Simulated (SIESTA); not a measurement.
## Co in SIESTA: the effect of dispersion

The system is Co, a slab with vacuum.

```
Co
1.0
     2.48736    0.00000    0.00000
    -1.24368    2.15412    0.00000
     0.00000    0.00000   27.18987
Co
7
Direct
  0.33333 0.66667 0.27584
  0.66667 0.33333 0.35351
  0.33333 0.66667 0.42528
  0.66667 0.33333 0.50295
  0.33333 0.66667 0.57472
  0.66667 0.33333 0.65239
  0.33333 0.66667 0.72416
```

The slab is cut from a database's or a generator's crystal, which needn't be the stable form of the element.

Alike in all runs:

```yaml
Program: SIESTA 5.4.2
Task: single point
Functional: PBE
Potentials_or_basis: PseudoDojo 0.4 standard (PBE files)
Basis: DZP (energy shift 0.003 Ry; two zetas on semicore shells)
Grid_cutoff: 800 Ry
Energy_shift: 0.003 Ry
k_mesh: 12 × 12 × 1
Occupations: fermi-dirac, width 0.05 eV
Spin: collinear spin, ferromagnetic start
Starting_moments: "[2.0, 2.0, 2.0, 2.0, 2.0, 2.0, 2.0] μB"
```

```tsv
dispersion	largest force (eV/Å)
none	0.93
D3	?
D3(BJ)	0.86
D4	0.86
```

Problem. What does the run with dispersion D3 give?

Solution. Largest force 0.84 eV/Å.
